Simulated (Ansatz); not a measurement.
Fitting the PBEsol energy curve of Ni

Symmetry: Im-3m, No. 229, cubic system. The conventional cell has a = 2.767 Å, b = 2.767 Å, c = 2.767 Å, α = 90.00°, β = 90.00°, γ = 90.00°. Ni (site symmetry m-3m) has 8 Ni at 2.40 Å as nearest neighbours.

This isn't the form of Ni at room conditions, which is fcc.

The cell was scaled at fixed shape and fractions and run with Ansatz, all-electron LAPW, scalar-relativistic; PBEsol, k mesh 13 × 13 × 13 on the cell of 1 atom, fermi-dirac occupations of 0.05 eV, collinear spin, ferromagnetic start, no spin-orbit coupling. Energies are those that the program minimises, any entropy of the smearing included. For a metal such a mesh isn't converged to the digits shown. The magnetic state is the one that the start led to, which needn't be the lowest.

```tsv
V (Å³/atom)	energy over the lowest row (meV/atom)
9.9616	18.64
10.1735	5.87
10.3855	0.00
10.5974	0.34
10.8094	6.24
11.0213	?
11.2333	32.29
```

Q: Fit the third-order Birch-Murnaghan form, give V0, B0 and B′, and predict the energy left open.

A: With y = (V0/V)^(2/3), E = E0 + (9 V0 B0/16) [(y - 1)³ B′ + (y - 1)² (6 - 4y)]. Least squares through the rows shown give V0 = 10.4780 Å³/atom, E0 = -0.56 meV, B0 = 220.1 GPa (1 eV/Å³ = 160.218 GPa) and B′ = 4.58, with a largest miss of 0.02 meV. At V = 11.0213 the form with these constants gives 17.05 meV; the run gave 17.07 meV an atom.
